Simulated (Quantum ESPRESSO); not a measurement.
Input of a Quantum ESPRESSO 7.5 run:

Contents of scf.in:

```
&CONTROL
  calculation = 'scf'
  prefix = 'pwscf'
  outdir = './tmp'
  pseudo_dir = './pseudo'
/
&SYSTEM
  ibrav = 0
  nat = 4
  ntyp = 2
  ecutwfc = 82
  nbnd = 14
  occupations = 'smearing'
  smearing = 'fd'
  degauss = 0.00367493
  force_symmorphic = .true.
/
&ELECTRONS
  conv_thr = 8d-10
  electron_maxstep = 120
  mixing_beta = 0.5
/
ATOMIC_SPECIES
Si    28.0850 Si.upf
C     12.0110 C.upf
CELL_PARAMETERS angstrom
   3.0760000000    0.0000000000    0.0000000000
  -1.5380000000    2.6638941420    0.0000000000
   0.0000000000    0.0000000000    5.0480000000
ATOMIC_POSITIONS crystal
Si     0.6666666667    0.3333333333    0.5000000000
Si     0.3333333333    0.6666666667    0.0000000000
C      0.6666666667    0.3333333333    0.8850000000
C      0.3333333333    0.6666666667    0.3850000000
K_POINTS automatic
12 12 6 0 0 0
```

The input nscf.in:

```
&CONTROL
  calculation = 'nscf'
  prefix = 'pwscf'
  outdir = './tmp'
  pseudo_dir = './pseudo'
/
&SYSTEM
  ibrav = 0
  nat = 4
  ntyp = 2
  ecutwfc = 82
  nbnd = 88
  occupations = 'fixed'
  force_symmorphic = .true.
/
&ELECTRONS
  conv_thr = 1d-08
  diago_full_acc = .true.
  diago_thr_init = 1d-06
/
ATOMIC_SPECIES
Si    28.0850 Si.upf
C     12.0110 C.upf
CELL_PARAMETERS angstrom
   3.0760000000    0.0000000000    0.0000000000
  -1.5380000000    2.6638941420    0.0000000000
   0.0000000000    0.0000000000    5.0480000000
ATOMIC_POSITIONS crystal
Si     0.6666666667    0.3333333333    0.5000000000
Si     0.3333333333    0.6666666667    0.0000000000
C      0.6666666667    0.3333333333    0.8850000000
C      0.3333333333    0.6666666667    0.3850000000
K_POINTS automatic
6 6 4 0 0 0
```

Potentials or basis: PseudoDojo 0.4.1 SR PBEsol standard.

Command:

```sh
$ OMP_NUM_THREADS=1 pw.x -in scf.in > scf.out
$ OMP_NUM_THREADS=1 pw.x -in nscf.in > nscf.out
```

**Question.** Predict the band gap on the k mesh, mean-field level.

**Answer.** 2.17 eV, indirect (least direct gap 3.96 eV).

A k mesh can miss the band edges.
